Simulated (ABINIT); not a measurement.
**Quasiparticle gap of LiBr (Fm-3m) in ABINIT**

How does a plane-wave GW calculation on LiBr (Fm-3m) run from the first input to the gap?

Calculated with ABINIT 10.8.3; PBE and many-body steps on it, plane waves.

Report form: the programs' logs are mostly left out.

## Step 1: Starting point

It takes space group Fm-3m (No. 225, cubic). The conventional cell has a = 5.501 Å, b = 5.501 Å, c = 5.501 Å, α = 90.00°, β = 90.00°, γ = 90.00°. Nearest to Li lie 6 Br at 2.75 Å. Nearest to Br lie 6 Li at 2.75 Å. Farther neighbours and most contacts between anions are not listed.

The cell and positions come from the Crystallography Open Database and are kept as given unless a step says otherwise.

## Step 2: Ground state

This step: ABINIT 10.8.3; DFT, PBE with spin-orbit coupling, plane waves, norm-conserving pseudopotentials.

The ground-state density comes first.

Input file run.abi:

```
acell 3*1.0 Angstrom
rprim 
  0.000000000000 2.750650000000 2.750650000000
  2.750650000000 0.000000000000 2.750650000000
  2.750650000000 2.750650000000 0.000000000000
ntypat 2
znucl 3 35
natom 2
typat 1 2
xred 
  0.000000000000 0.000000000000 0.000000000000
  0.500000000000 0.500000000000 0.500000000000
pp_dirpath "pseudos"
pseudos "Li.upf, Br.upf"
ecut 33
nspinor 2
ngkpt 6 6 6
nshiftk 1
shiftk 0 0 0
kptopt 1
chksymbreak 0
nband 20
occopt 1
tolvrs 1e-10
nstep 60
prtwf 0
optforces 0
optstress 0
indata_prefix "in"
outdata_prefix "out"
tmpdata_prefix "tmp"
```

On the command line:

```
$ OMP_NUM_THREADS=1 mpirun -n 4 abinit run.abi > log
```

The job ended after 17 s (4 MPI ranks of Arm Neoverse V1, shared host; peak memory 0.31 GiB; 68 s of CPU time).

This step gave:

* total energy: -627.2937 eV
* gap: 4.761 eV
* k of the valence top: 0, 0, 0
* k of the conduction bottom: 0, 0, 0
* least direct gap: 4.761 eV

The gap is direct, at Γ.

## Step 3: Bands along the symmetry lines

Levels along a band path, at the cheap level, show where the edges lie and whether the meshes to come will hold them.

Input file run.abi:

```
acell 3*1.0 Angstrom
rprim 
  0.000000000000 2.750650000000 2.750650000000
  2.750650000000 0.000000000000 2.750650000000
  2.750650000000 2.750650000000 0.000000000000
ntypat 2
znucl 3 35
natom 2
typat 1 2
xred 
  0.000000000000 0.000000000000 0.000000000000
  0.500000000000 0.500000000000 0.500000000000
pp_dirpath "pseudos"
pseudos "Li.upf, Br.upf"
ecut 33
nspinor 2
iscf -2
irdden 1
kptopt 0
nkpt 26
kpt 
  0.00000000 0.00000000 0.00000000
  0.12500000 0.00000000 0.12500000
  0.25000000 0.00000000 0.25000000
  0.37500000 0.00000000 0.37500000
  0.50000000 0.00000000 0.50000000
  0.53125000 0.06250000 0.53125000
  0.56250000 0.12500000 0.56250000
  0.59375000 0.18750000 0.59375000
  0.62500000 0.25000000 0.62500000
  0.37500000 0.37500000 0.75000000
  0.28125000 0.28125000 0.56250000
  0.18750000 0.18750000 0.37500000
  0.09375000 0.09375000 0.18750000
  0.00000000 0.00000000 0.00000000
  0.12500000 0.12500000 0.12500000
  0.25000000 0.25000000 0.25000000
  0.37500000 0.37500000 0.37500000
  0.50000000 0.50000000 0.50000000
  0.50000000 0.43750000 0.56250000
  0.50000000 0.37500000 0.62500000
  0.50000000 0.31250000 0.68750000
  0.50000000 0.25000000 0.75000000
  0.50000000 0.18750000 0.68750000
  0.50000000 0.12500000 0.62500000
  0.50000000 0.06250000 0.56250000
  0.50000000 0.00000000 0.50000000
istwfk *1
nband 26
nbdbuf 6
tolwfr 1e-08
nstep 40
prtwf 0
prtvol 0
indata_prefix "in"
outdata_prefix "out"
tmpdata_prefix "tmp"
```

Elapsed: 18 s, on 4 MPI ranks; peak memory 0.31 GiB.

This step gave:

```
gap                        : 4.761 eV
k of the valence top       : 0, 0, 0
k of the conduction bottom : 0, 0, 0
least direct gap           : 4.761 eV
```

The gap is 4.761 eV, as in the run before at this level.

Electronic bands along the path, in eV, zero at the top of the highest filled band; v1 is the highest filled band, c1 the lowest empty one:

```csv
point,v4,v3,v2,v1,c1,c2,c3,c4
Γ,0.00,0.00,0.00,0.00,4.76,4.76,10.33,10.33
halfway,-0.91,-0.91,-0.63,-0.63,6.98,6.98,8.07,8.07
X,-1.45,-1.45,-1.17,-1.17,6.07,6.07,6.94,6.94
halfway,-1.59,-1.59,-1.18,-1.18,6.25,6.25,7.37,7.37
U,-2.01,-2.01,-1.01,-1.01,6.47,6.47,8.55,8.55
jump to K,-2.01,-2.01,-1.01,-1.01,6.47,6.47,8.55,8.55
halfway,-1.08,-1.08,-0.23,-0.23,6.55,6.55,8.68,8.68
Γ,0.00,0.00,0.00,0.00,4.76,4.76,10.33,10.33
halfway,-0.47,-0.47,-0.14,-0.14,5.79,5.79,9.03,9.03
L,-0.61,-0.61,-0.27,-0.27,5.45,5.45,7.93,7.93
halfway,-1.53,-1.53,-0.75,-0.75,6.88,6.88,7.71,7.71
W,-2.19,-2.19,-1.29,-1.29,7.83,7.83,8.40,8.40
halfway,-1.68,-1.68,-1.26,-1.26,6.58,6.58,7.65,7.65
X,-1.45,-1.45,-1.17,-1.17,6.07,6.07,6.94,6.94
```

## Step 4: Empty states on the mesh, 4×4×4 mesh, 186 bands

The sums over transitions need many empty states on a uniform mesh; this step solves for them.

Input file run.abi:

```
acell 3*1.0 Angstrom
rprim 
  0.000000000000 2.750650000000 2.750650000000
  2.750650000000 0.000000000000 2.750650000000
  2.750650000000 2.750650000000 0.000000000000
ntypat 2
znucl 3 35
natom 2
typat 1 2
xred 
  0.000000000000 0.000000000000 0.000000000000
  0.500000000000 0.500000000000 0.500000000000
pp_dirpath "pseudos"
pseudos "Li.upf, Br.upf"
ecut 33
nspinor 2
ngkpt 4 4 4
nshiftk 1
shiftk 0 0 0
kptopt 1
chksymbreak 0
iscf -2
irdden 1
istwfk *1
nband 186
nbdbuf 16
tolwfr 1e-09
nstep 60
prtvol 0
indata_prefix "in"
outdata_prefix "out"
tmpdata_prefix "tmp"
```

Wall time 1.8 min (4 MPI ranks); peak memory 0.42 GiB; 7.2 min of CPU time.

Numbers from this step:

| Quantity | Value |
| --- | --- |
| gap | 4.761 eV |
| k of the valence top | 0, 0, 0 |
| k of the conduction bottom | 0, 0, 0 |
| least direct gap | 4.761 eV |
| k points computed | 8 |
| lowest point of the top converged band, above the valence top | 80.3049 eV |

On this mesh the gap is 4.761 eV.

## Step 5: Screening, 4×4×4 mesh, 170 bands, screening to 149.7 eV

The RPA dielectric matrix is built and inverted for each q.

This step: RPA screening on PBE with spin-orbit coupling, plane waves, norm-conserving pseudopotentials.

Changes to run.abi since step 4:

```diff
@@ -21,10 +21,11 @@
 chksymbreak 0
-iscf -2
-irdden 1
 istwfk *1
-nband 186
-nbdbuf 16
-tolwfr 1e-09
-nstep 60
-prtvol 0
+occopt 1
+irdwfk 1
+optdriver 3
+nband 170
+ecuteps 5.5
+inclvkb 0
+awtr 1
+symchi 1
 indata_prefix "in"
```

Elapsed: 68 s, on 4 MPI ranks; peak memory 1.4 GiB.

Numbers from this step:

```
ε∞ with local fields, on this mesh, along the program's q direction : 3.232
the same without local fields                                       : 3.811
plasma frequency                                                    : 18.20 eV
plane waves in the screening matrix                                 : 169
```

Local fields lower ε∞ by 15 %. On a Γ-centred mesh this coarse the value itself is usually too large, while a short band sum pulls it down.

## Step 6: Self-energy, 4×4×4 mesh, 170 bands, screening to 149.7 eV

The self-energy is evaluated for the states that the input lists, and the levels follow from it, in one-shot runs by the linearised quasiparticle equation.

This step: G0W0 on PBE with spin-orbit coupling, plane waves, norm-conserving pseudopotentials.

Changes to run.abi since step 5:

```diff
@@ -24,8 +24,15 @@
 irdwfk 1
-optdriver 3
+optdriver 4
 nband 170
+gwcalctyp 0
+ecutsigx 33
+symsigma 0
+nkptgw 1
+kptgw 
+  0.0000000000 0.0000000000 0.0000000000
+bdgw 
+  7 16
 ecuteps 5.5
-inclvkb 0
-awtr 1
-symchi 1
+irdscr 1
+ppmodel 1
 indata_prefix "in"
```

Elapsed: 98 s, on 4 MPI ranks; peak memory 1.3 GiB; 6.5 min of CPU time.

This step gave:

| Item | Value |
| --- | --- |
| G0W0 gap on the points computed | 6.853 eV |
| starting gap on the mesh | 4.761 eV |
| k of the valence top | 0, 0, 0 |
| k of the conduction bottom | 0, 0, 0 |
| Z at the valence top | 0.807 |
| Z at the conduction bottom | 0.84 |
| least direct G0W0 gap on the computed points | 6.853 eV |

The gap on the mesh goes from 4.76 eV to 6.85 eV, a correction of +2.09 eV.

Limits: finite bands, cutoff and mesh; screening head approximate; coarse k mesh. v1 is the top filled band, c1 the lowest empty one. The levels before and after the correction (eV, zero at the valence-band top of each column):

```csv
,conduction bottom,valence top
Kohn-Sham,4.76,0.00
G0W0,6.85,0.00
```

```csv
,level,energy (eV)
Kohn-Sham,Γ v4,0.000
Kohn-Sham,Γ v3,0.000
Kohn-Sham,Γ v2,0.000
Kohn-Sham,Γ v1,0.000
Kohn-Sham,Γ c1-c2,4.761
Kohn-Sham,Γ c3-c6,10.334
G0W0,Γ v4,-0.004
G0W0,Γ v3,-0.010
G0W0,Γ v2,0.000
G0W0,Γ v1,-0.005
G0W0,Γ c1-c2,6.853
G0W0,Γ c3-c6,12.584
```

## Step 7: Where the time went

Times are wall times on 4 MPI ranks of Arm Neoverse V1, shared host, good to a factor of about two.

```csv
step,time,share,memory (GiB)
ground state,17 s,6 %,0.31
bands along the symmetry lines,18 s,6 %,0.31
empty states on the mesh,1.8 min,35 %,0.42
screening,68 s,22 %,1.4
self-energy,98 s,32 %,1.3
```

## Step 8: Summary of results

```json
{
  "PBE gap": "4.76 eV, direct",
  "G0W0 gap on the mesh": "6.85 eV",
  "GW settings": "4×4×4 mesh, 170 bands, screening to 149.7 eV, Godby-Needs plasmon pole",
  "known limits": "not at the basis limit; screening head approximate; coarse k mesh"
}
```

**Reading.** G0W0 moves the gap on the mesh from 4.76 eV to 6.85 eV (+2.09 eV), with Z of 0.81 and 0.84 at the edges. Local fields lower the RPA ε∞ on this mesh from 3.81 to 3.23; a Γ-centred mesh this coarse tends to raise both, most where the direct gap is narrow, while a short band sum lowers them. Only 1 of the mesh's irreducible points was corrected, so a valley elsewhere could overtake. Bands and cutoff are finite, so the gap is not at the basis limit. The miss can reach some tenths of an eV and take either sign; the mesh is an error of its own. In the G0W0 run levels were corrected at 1 k point alone, so a gap called «on the mesh» is the least over those, and an edge elsewhere would be missed. The 4×4×4 mesh is coarse for this cell, which bears on the long-range parts of exchange and screening. The long-wavelength limit of the screening leaves out the non-local commutator, which shifts ε∞.

[Paths, hosts, dates, memory and timing lines, banners, echoed tables and standing remarks are left out of the program output.]

[Logs are printed without paths, hosts, clocks, repeated set-up lines and the standing remarks that a program may print on its own settings, such as how far it seeks lower states.]

[Runs of the session that timed out or met a known fault of the program may be left out.]

[Hosts, paths, dates, database ids (printed as entryN), source tags and the programs' standing remarks are cut or masked in the printed files.]

[G0W0 gaps are taken among the corrected bands and points alone; a level outside them can change the order at an edge.]

[Where Ansatz stands beside ABINIT at settings called matched, ABINIT's density can come from a denser mesh and the files from another edition; pairs whose starting gaps differed by over 0.03 eV were left out, so agreement reads better than it is.]
